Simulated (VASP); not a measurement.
Input of a VASP 6.6.1 run:

POSCAR

```
Hf2Si
1.0
   -3.2753522240      3.2753522240      2.5828233930
    3.2753522240     -3.2753522240      2.5828233930
    3.2753522240      3.2753522240     -2.5828233930
Hf Si
4 2
Direct
    0.3435136200      0.1564863800      0.5000000000
    0.8435136200      0.3435136200      0.1870272400
    0.6564863800      0.8435136200      0.5000000000
    0.1564863800      0.6564863800      0.8129727600
    0.2500000000      0.2500000000      0.0000000000
    0.7500000000      0.7500000000      0.0000000000
```

INCAR.step1

```
ALGO = Normal
EDIFF = 1E-4
ENCUT = 520
GGA = PE
ISMEAR = -1
LASPH = T
LCHARG = F
LREAL = F
LWAVE = T
NBANDS = 33
NELM = 100
PREC = Accurate
SIGMA = 0.05
```

INCAR.step2

```
ALGO = Normal
EDIFF = 1E-8
ENCUT = 520
ISIF = 2
ISMEAR = -1
ISTART = 1
LASPH = T
LCHARG = F
LEFG = T
LMIXTAU = T
LREAL = F
LWAVE = F
METAGGA = R2SCAN
NBANDS = 33
NELM = 100
PREC = Accurate
SIGMA = 0.05
```

Contents of KPOINTS:

```
k-points
0
Gamma
  9 9 9
```

Potentials or basis: VASP PAW PBE potentials, release 64 (Hf_pv, Si).

Launch:

```bash
$ cat potpaw_PBE.64/Hf_pv/POTCAR potpaw_PBE.64/Si/POTCAR > POTCAR
$ cp INCAR.step1 INCAR
$ mpirun -np 1 vasp_std > vasp.out
$ cp INCAR.step2 INCAR
$ mpirun -np 1 vasp_std > vasp.out
```

(1) Predict the pressure.

(2) What does it give for the largest force?

(3) What does it give for the band gap on the k mesh?

Answers

(1) -0.1 GPa.

(2) 0.023 eV/Å.

(3) none (metal or under the smearing width).

Caveat: the PAW data sets were made with another functional, which shifts forces and pressure a little.
